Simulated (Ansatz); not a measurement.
Set up this calculation in Ansatz 0.2.0, as the native input.

```
Task                                : band structure
Functional                          : RPBE
Potentials or basis                 : Ansatz PAW
Cutoff                              : 420 eV (not typed: the program's choice for these potentials)
k mesh                              : 10 × 10 × 3
Occupations                         : fermi-dirac, width 0.05 eV
Spin                                : no spin polarisation
Path                                : [["G", "M", "K", "G", "A", "L", "H", "A"], ["L", "M"], ["K", "H"]]
Points for each segment of the path : 10
```

The system is SiC.

```
Si C
1.0
     3.07569    0.00000    0.00000
    -1.53785    2.66363    0.00000
     0.00000    0.00000   10.07065
Si C
4 4
Direct
  0.00000 0.00000 0.18789
  0.00000 0.00000 0.68789
  0.33333 0.66667 0.43784
  0.66667 0.33333 0.93784
  0.00000 0.00000 0.00046
  0.00000 0.00000 0.50046
  0.33333 0.66667 0.24980
  0.66667 0.33333 0.74980
```

The cell is a database's computed one.

These files were run (other wordings do the same):

input.yaml

```yaml
crystal:
  lattice:
    - [3.0756941497, 0.0, 0.0]
    - [-1.5378470748, 2.6636292679, 0.0]
    - [0.0, 0.0, 10.07064648]
  atoms:
    - { symbol: Si, position: [0.0, 0.0, 0.18789438] }
    - { symbol: Si, position: [0.0, 0.0, 0.68789438] }
    - { symbol: Si, position: [0.3333333333, 0.6666666667, 0.43784198] }
    - { symbol: Si, position: [0.6666666667, 0.3333333333, 0.93784198] }
    - { symbol: C, position: [0.0, 0.0, 0.00046005] }
    - { symbol: C, position: [0.0, 0.0, 0.50046005] }
    - { symbol: C, position: [0.3333333333, 0.6666666667, 0.24980259] }
    - { symbol: C, position: [0.6666666667, 0.3333333333, 0.74980259] }
hamiltonian:
  xc: rpbe
  pseudopotentials: { kind: paw }
kpoints:
  mp_grid: { grid: [10, 10, 3] }
  band_path:
    path:
      - [[0.0, 0.0, 0.0], [0.5, 0.0, 0.0], [0.3333333333, 0.3333333333, 0.0], [0.0, 0.0, 0.0], [0.0, 0.0, 0.5], [0.5, 0.0, 0.5], [0.3333333333, 0.3333333333, 0.5], [0.0, 0.0, 0.5]]
      - [[0.5, 0.0, 0.5], [0.5, 0.0, 0.0]]
      - [[0.3333333333, 0.3333333333, 0.0], [0.3333333333, 0.3333333333, 0.5]]
    npoints: 10
scf:
  occupations: { method: fermi_dirac, width: 0.05 }
  n_extra_bands: 20
output:
  forces: true
  stress: true
  eigenvalues: true
  fatbands: false
```

Potentials or basis: Ansatz PAW.

Run with:

```console
$ ansatz run input.yaml --threads 4 --pin off --max-ram 11264MiB --backend cpu --events-out ev --progress --plain --runs-dir out
```

Results of the run:

```json
{
 "Pressure": "7.2 GPa",
 "Largest force": "0.011 eV/Å",
 "Band gap on the k mesh": "2.24 eV, indirect (least direct gap 3.37 eV)",
 "Band gap along the path": "2.24 eV, indirect (least direct gap 3.37 eV)"
}
```

Caveat: the PAW data sets come from PBE, with cores solved anew for the run's functional, which leaves a small shift of forces and pressure.

It took 6.3 s on 4 threads of Intel(R) Xeon(R) Processor @ 2.70GHz, with other jobs on the host, peak memory 0.46 GiB.
